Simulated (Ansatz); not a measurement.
`CCOCC` and `CCO[SiH2]N` differ in one atom or group.

Ansatz, PBE0-D4/def2-TZVP geometries, multiplicity 1. Each molecule was computed in one conformer, which needn't be the lowest.

| property | `CCOCC` |
| --- | --- |
| HOMO energy (B3LYP/def2-TZVPP) / eV | -7.06 |
| HOMO energy (PBE/def2-TZVPP) / eV | -5.71 |
| HOMO energy (ωB97M-V/def2-TZVPP) / eV | -9.69 |
| LUMO energy (PBE0/def2-TZVPP) / eV | 1.36 |
| LUMO energy (ωB97M-V/def2-TZVPP) / eV | 2.79 |
| HOMO–LUMO gap (B3LYP/def2-TZVPP) / eV | 8.07 |

Question: Give the same properties after the change, and the shifts. (An estimate is asked.)

Answer: Ansatz gave: 
```tsv
property	`CCO[SiH2]N`	shift
HOMO energy (B3LYP/def2-TZVPP) / eV	-7.32	-0.26
HOMO energy (PBE/def2-TZVPP) / eV	-6.11	-0.40
HOMO energy (ωB97M-V/def2-TZVPP) / eV	-9.99	-0.30
LUMO energy (PBE0/def2-TZVPP) / eV	0.72	-0.64
LUMO energy (ωB97M-V/def2-TZVPP) / eV	2.16	-0.63
HOMO–LUMO gap (B3LYP/def2-TZVPP) / eV	7.73	-0.34
```

With PBE0 the HOMO falls by 0.29 eV and the LUMO falls by 0.64 eV, so the gap narrows by about 0.35 eV. PBE moves the HOMO by -0.40 eV and ωB97M-V by -0.30 eV.

B3LYP here is the variant with VWN-RPA as its local correlation; programs differ in this.

Positive LUMOs are unbound, so they and the gaps depend on the basis.
